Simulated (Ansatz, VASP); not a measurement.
## Rb: VASP beside Ansatz

Contents of INCAR:

```
PREC = Accurate
ENCUT = 520
EDIFF = 1E-6
ISMEAR = 0
SIGMA = 0.15
LREAL = False
LASPH = True
NELM = 80
ALGO = Fast
ISIF = 2
LWAVE = False
LCHARG = True
GGA = PE
LELF = True
LVHAR = True
NBANDS = 10
```

Contents of KPOINTS:

```
regular mesh
0
Gamma
  14 14 14
```

POSCAR

```
Rb
1.0
   -3.2392903792      3.2392903792      2.1055387465
    3.2392903792     -3.2392903792      2.1055387465
    3.2392903792      3.2392903792     -2.1055387465
Rb
1
Direct
    0.0000000000      0.0000000000      0.0000000000
```

Input for Ansatz:

```yaml
crystal:
  lattice:
    - [-3.2392903792, 3.2392903792, 2.1055387465]
    - [3.2392903792, -3.2392903792, 2.1055387465]
    - [3.2392903792, 3.2392903792, -2.1055387465]
  atoms:
    - { symbol: Rb, position: [0.0, 0.0, 0.0] }
basis:
  ecutwfc: 420
kpoints:
  mp_grid: { grid: [14, 14, 14] }
hamiltonian:
  xc: pbe
scf:
  occupations: { method: gaussian, width: 0.15 }
output:
  forces: true
  stress: true
  eigenvalues: true
```

Alike in both runs: task single point; functional PBE; k mesh 14 × 14 × 14; occupations gaussian, width 0.15 eV; no spin polarisation.

|  | VASP | Ansatz |
| --- | --- | --- |
| version | VASP 6.6.1 | Ansatz 0.2.0 |
| potentials or method | VASP PAW PBE potentials, release 64 (Rb_sv) | scalar-relativistic, plane waves, PAW |
| plane-wave cutoff (eV) | 520 | 420 |
| valence electrons in the cell | 9 | 9 |

```tsv
	VASP	Ansatz	Ansatz less VASP
gap on the k mesh at the Fermi level (eV)	none	none	-
pressure (GPa)	0.3	0.3	0.00
largest component of the traceless stress (GPa)	0.94	0.94	-0.001
```

A gap of «none» marks a metal or a gap that the smearing closes.
